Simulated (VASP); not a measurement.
# KCl (Fm-3m) in VASP: further runs, part 2 of 2

VASP 6.6.1. The steps go on from the part before.

## 3. Single point, r2SCAN

The input, POSCAR:

```
KCl
1.0
    3.1464700000      3.1464700000      0.0000000000
   -3.1464700000      3.1464700000      0.0000000000
    0.0000000000      3.1464700000      3.1464700000
K Cl
1 1
Direct
    0.0000000000      0.0000000000      0.0000000000
    0.5000000000      0.5000000000      0.0000000000
```

The input, INCAR.step1:

```
SYSTEM = KCl
PREC     = Accurate       ! precision mode
ENCUT    = 520            ! plane-wave cutoff, eV
ISMEAR   = 0              ! smearing method
SIGMA    = 0.01           ! smearing width, eV
LREAL    = .False.        ! projectors in reciprocal space
LASPH    = .True.         ! aspherical terms in the spheres
NELM     = 80             ! most SCF steps
NBANDS   = 15             ! bands
GGA      = PE             ! functional
ALGO     = Normal         ! electronic algorithm
EDIFF    = 1E-4           ! SCF threshold, eV
LWAVE    = .True.         ! write WAVECAR
LCHARG   = .False.        ! write CHGCAR
```

The input, INCAR.step2:

```
SYSTEM = KCl
PREC     = Accurate       ! precision mode
ENCUT    = 520            ! plane-wave cutoff, eV
EDIFF    = 1E-6           ! SCF threshold, eV
ISMEAR   = 0              ! smearing method
SIGMA    = 0.01           ! smearing width, eV
LREAL    = .False.        ! projectors in reciprocal space
LASPH    = .True.         ! aspherical terms in the spheres
NELM     = 80             ! most SCF steps
ALGO     = Normal         ! electronic algorithm
ISIF     = 2              ! what is computed and relaxed
LWAVE    = .False.        ! write WAVECAR
LCHARG   = .False.        ! write CHGCAR
METAGGA  = R2SCAN         ! meta-GGA
LMIXTAU  = .True.       
NBANDS   = 15             ! bands
ISTART   = 1
```

The input, KPOINTS:

```
regular mesh
0
Gamma
  6 6 6
  0 0 0
```

Potentials or basis: VASP PAW PBE potentials, release 64 (K_sv, Cl).

Run with:

```bash
> cat potpaw_PBE.64/K_sv/POTCAR potpaw_PBE.64/Cl/POTCAR > POTCAR
> cp INCAR.step1 INCAR
> mpirun -np 1 vasp_std > vasp.out
> cp INCAR.step2 INCAR
> mpirun -np 1 vasp_std > vasp.out
```

OUTCAR:

```text
SYSTEM = KCl
   PREC = Accurate
   ENCUT = 520
   EDIFF = 1E-6
   ISMEAR = 0
   LREAL = .False.
   LASPH = .True.
   NELM = 80
   ISIF = 2
   METAGGA = R2SCAN
   ISTART = 1

 ion  position               nearest neighbor table
   1  0.000  0.000  0.000-   2 3.15   2 3.15   2 3.15   2 3.15   2 3.15   2 3.15
   2  0.500  0.500  0.000-   1 3.15   1 3.15   1 3.15   1 3.15   1 3.15   1 3.15

  LATTYP: Found a face centered cubic cell.
 ALAT       =     6.2929400000

  Lattice vectors:

 A1 = (   0.0000000000,   3.1464700000,   3.1464700000)
 A2 = (   3.1464700000,   0.0000000000,   3.1464700000)
 A3 = (   3.1464700000,   3.1464700000,   0.0000000000)

Analysis of symmetry for initial positions (statically):
=====================================================================
 Subroutine PRICEL returns:
 Original cell was already a primitive cell.

 Routine SETGRP: Setting up the symmetry group for a
 face centered cubic supercell.

 Subroutine GETGRP returns: Found 48 space group operations
 (whereof 48 operations were pure point group operations)
 out of a pool of 48 trial point group operations.

The static configuration has the point symmetry O_h .

Analysis of symmetry for dynamics (positions and initial velocities):
=====================================================================
 Subroutine PRICEL returns:
 Original cell was already a primitive cell.

 Routine SETGRP: Setting up the symmetry group for a
 face centered cubic supercell.

 Subroutine GETGRP returns: Found 48 space group operations
 (whereof 48 operations were pure point group operations)
 out of a pool of 48 trial point group operations.

The dynamic configuration has the point symmetry O_h .

 Subroutine INISYM returns: Found 48 space group operations
 (whereof 48 operations are pure point group operations),
 and found     1 'primitive' translations

----------------------------------------------------------------------------------------

                                     Primitive cell

  volume of cell :      62.3018

[... 109 lines left out ...]
   LRPA    =     F    only Hartree local field effects (RPA)
 non-spin polarized calculation
 Gauss-broadening in eV      SIGMA  =   0.01
  energy-cutoff  :      520.00
  volume of cell :       62.30
 maximum number of plane-waves:      1694
 NGX is ok and might be reduce to    36
   NGX = 17   NGY = 17   NGZ = 17

 number of electron      16.0000001 magnetization

 Free energy of the ion-electron system (eV)
  ---------------------------------------------------
  ext. energy  EPLUGINS =         0.00000000
  ---------------------------------------------------
  free energy    TOTEN  =       -16.50648843 eV

  energy without entropy =      -16.50648843  energy(sigma->0) =      -16.50648843

 E-fermi :  -2.1875     XC(G=0):  -7.9534

 val. band max:       -2.2641884166   @ k =   0.0000   0.0000   0.0000
 cond. band min:       3.5654987135   @ k =   0.0000   0.0000   0.0000
 fundamental gap:      5.8296871301
 Fermi energy:        -2.1874601277

 k-point     1 :       0.0000    0.0000    0.0000
  band No.  band energies     occupation
      1     -30.5329      2.00000
      2     -14.9343      2.00000
      3     -13.2242      2.00000
      4     -13.2242      2.00000
      5     -13.2242      2.00000
      6      -2.2642      2.00000
      7      -2.2642      2.00000
      8      -2.2642      2.00000
      9       3.5655      0.00000
     10       6.7698      0.00000
     11       6.7698      0.00000
     12       6.7698      0.00000
     13       7.8128      0.00000
     14       7.8128      0.00000
[... 257 lines left out ...]
      2     -14.8980      2.00000
      3     -13.3417      2.00000
      4     -13.2996      2.00000
      5     -13.1761      2.00000
      6      -2.8444      2.00000
      7      -2.6826      2.00000
      8      -2.6267      2.00000
      9       5.5159      0.00000
     10       7.2494      0.00000
     11       7.7049      0.00000
     12       8.8110      0.00000
     13       9.5848      0.00000
     14      10.2643      0.00000
     15      10.8568      0.00000

------------------------ aborting loop because EDIFF is reached ----------------------------------------

  FORCE on cell =-STRESS in cart. coord.  units (eV):
  Direction    XX          YY          ZZ          XY          YZ          ZX
  --------------------------------------------------------------------------------------
  -------------------------------------------------------------------------------------
  Total       -0.0107281     -0.0107281     -0.0107281     -0.0000000     -0.0000000      0.0000000
  in kB       -0.2758872     -0.2758872     -0.2758872     -0.0000000     -0.0000000      0.0000000
  external PRESSURE =      -0.2758872 kB  Pullay stress =       0.0000000 kB

 VOLUME and BASIS-vectors are now :
 -----------------------------------------------------------------------------
  energy-cutoff  :      520.00
  volume of cell :       62.30
      direct lattice vectors                 reciprocal lattice vectors
     3.146470000  3.146470000  0.000000000     0.158908237  0.158908237 -0.158908237
    -3.146470000  3.146470000  0.000000000    -0.158908237  0.158908237 -0.158908237
     0.000000000  3.146470000  3.146470000     0.000000000  0.000000000  0.317816474

 POSITION                                       TOTAL-FORCE (eV/Angst)
 -----------------------------------------------------------------------------------
      0.00000      0.00000      0.00000        -0.000000     -0.000000      0.000000
      0.00000      3.14647      0.00000         0.000000      0.000000      0.000000
 -----------------------------------------------------------------------------------
    total drift:                               -0.000000      0.000000     -0.000000

  FREE ENERGIE OF THE ION-ELECTRON SYSTEM (eV)
  ---------------------------------------------------
  free  energy   TOTEN  =       -16.5064884257 eV

  energy  without entropy=      -16.5064884257  energy(sigma->0) =      -16.50648843
```

OUTCAR.step1:

```text
SYSTEM = KCl
   PREC = Accurate
   ENCUT = 520
   ISMEAR = 0
   LREAL = .False.
   LASPH = .True.
[... 499 lines left out ...]
      0.00000      0.00000      0.00000         0.000000     -0.000000      0.000000
      0.00000      3.14647      0.00000        -0.000000      0.000000      0.000000
 -----------------------------------------------------------------------------------
    total drift:                               -0.000000      0.000000     -0.000000

  FREE ENERGIE OF THE ION-ELECTRON SYSTEM (eV)
  ---------------------------------------------------
  free  energy   TOTEN  =        -6.8038511357 eV

  energy  without entropy=       -6.8038511357  energy(sigma->0) =       -6.80385114
```

Run time: 2 min. Hardware: 1 thread of AMD EPYC 7R43 (Zen 3), shared host; peak memory 0.17 GiB.

What came out:

```
Free energy            : -16.5065 eV
Pressure               : 0.0 GPa
Band gap on the k mesh : 5.83 eV, direct
```

Caveat: the PAW data sets were made with another functional, which shifts forces and pressure a little.

## 4. Single point, r2SCAN

This run uses another cell than the first one, of 36.28 Å³/atom, 1.165 times its volume.

The input, POSCAR:

```
KCl
1.0
    3.3104486300      3.3104486300      0.0000000000
   -3.3104486300      3.3104486300      0.0000000000
    0.0000000000      3.3104486300      3.3104486300
K Cl
1 1
Direct
    0.0000000000      0.0000000000      0.0000000000
    0.5000000000      0.5000000000      0.0000000000
```

The input, INCAR.step1:

```
SYSTEM = KCl
  PREC = Accurate
  ENCUT = 520
  ISMEAR = 0
  SIGMA = 0.01
  LREAL = .FALSE.
  LASPH = .TRUE.
  NELM = 100
  NBANDS = 15
  GGA = PE
  ALGO = Normal
  EDIFF = 1E-4
  LWAVE = .TRUE.
  LCHARG = .FALSE.
```

The input, INCAR.step2:

```
SYSTEM = KCl
  PREC = Accurate
  ENCUT = 520
  EDIFF = 1E-6
  ISMEAR = 0
  SIGMA = 0.01
  LREAL = .FALSE.
  LASPH = .TRUE.
  NELM = 100
  ALGO = Normal
  ISIF = 2
  LWAVE = .FALSE.
  LCHARG = .FALSE.
  METAGGA = R2SCAN
  LMIXTAU = .TRUE.
  NBANDS = 15
  ISTART = 1
```

The input, KPOINTS:

```
regular mesh
0
G
  6 6 6
  0 0 0
```

Run with:

```bash
> cat potpaw_PBE.64/K_sv/POTCAR potpaw_PBE.64/Cl/POTCAR > POTCAR
> cp INCAR.step1 INCAR
> mpirun -np 1 vasp_std > vasp.out
> cp INCAR.step2 INCAR
> mpirun -np 1 vasp_std > vasp.out
```

Run time: 2.4 min. Hardware: 1 thread of AMD EPYC 7R43 (Zen 3), shared host; peak memory 0.17 GiB.

The run converged. Its results:

```
Free energy            : -16.4334 eV
Pressure               : -2.0 GPa
Band gap on the k mesh : 5.34 eV, direct
```

Levels at points of the mesh, in eV from the valence-band top:
```
           k point  band 4  band 5  band 6  band 7  band 8  band 9  band 10  band 11  band 12  band 13
(0.00, 0.00, 0.00)  -11.36  -11.36    0.00    0.00    0.00    5.34     8.93     8.93     8.93     9.88
(0.50, 0.00, 0.00)  -11.37  -11.20   -0.80   -0.22   -0.22    7.69     8.62    10.81    10.81    11.63
(0.50, 0.50, 0.00)  -11.39  -11.39   -0.56   -0.19   -0.19    7.12     8.53     9.80    10.79    10.94
```

Caveat: the PAW data sets were made with another functional, which shifts forces and pressure a little. r2SCAN opens gaps a little over a GGA but as a rule still falls short of measured ones.

## 5. Single point, r2SCAN

This run uses another cell than the first one, of 36.28 Å³/atom, 1.165 times its volume.

POSCAR is that of step 4.

The input, INCAR.step1:

```
PREC = Accurate ; ENCUT = 520
ISMEAR = 0 ; SIGMA = 0.01
LREAL = F ; LASPH = T
NELM = 60 ; NBANDS = 15
GGA = PE ; ALGO = Normal
EDIFF = 1E-4 ; LWAVE = T
LCHARG = F
```

The input, INCAR.step2:

```
PREC = Accurate ; ENCUT = 520
EDIFF = 1E-6 ; ISMEAR = 0
SIGMA = 0.01 ; LREAL = F
LASPH = T ; NELM = 60
ALGO = Normal ; ISIF = 2
LWAVE = F ; LCHARG = F
METAGGA = R2SCAN ; LMIXTAU = T
NBANDS = 15 ; ISTART = 1
```

The input, KPOINTS:

```
Automatic mesh
0
Gamma
  6 6 6
```

Run with:

```bash
> cat potpaw_PBE.64/K_sv/POTCAR potpaw_PBE.64/Cl/POTCAR > POTCAR
> cp INCAR.step1 INCAR
> mpirun -np 1 vasp_std > vasp.out
> cp INCAR.step2 INCAR
> mpirun -np 1 vasp_std > vasp.out
```

Run time: 2.6 min. Hardware: 1 thread of AMD EPYC 7R43 (Zen 3), shared host; peak memory 0.17 GiB.

It converged, with:

```
Free energy            : -16.4334 eV
Pressure               : -2.0 GPa
Band gap on the k mesh : 5.34 eV, direct
```

Levels at points of the mesh, in eV from the valence-band top:
```csv
k point,band 6,band 7,band 8,band 9,band 10,band 11
"(0.00, 0.00, 0.00)",0.00,0.00,0.00,5.34,8.93,8.93
"(0.50, 0.00, 0.00)",-0.80,-0.22,-0.22,7.69,8.62,10.81
"(0.50, 0.50, 0.00)",-0.56,-0.19,-0.19,7.12,8.53,9.80
```

Caveat: the PAW data sets were made with another functional, which shifts forces and pressure a little.

## 6. Comparison with measurements

Step 2. Measured gap of KCl: 8.68 eV (a printed reference work, monograph). This calculation gives 5.83 eV (-2.85 eV). The value is that of r2SCAN, without temperature or zero-point motion.

Step 3. Measured gap of KCl: 8.68 eV (a printed reference work, monograph). This calculation gives 5.83 eV (-2.85 eV). The value is that of r2SCAN, without temperature or zero-point motion.

Step 5. A measured gap of KCl is 8.68 eV (a printed reference work, monograph); the calculated 5.34 eV misses it by -3.34 eV. The value is that of r2SCAN, without temperature or zero-point motion.
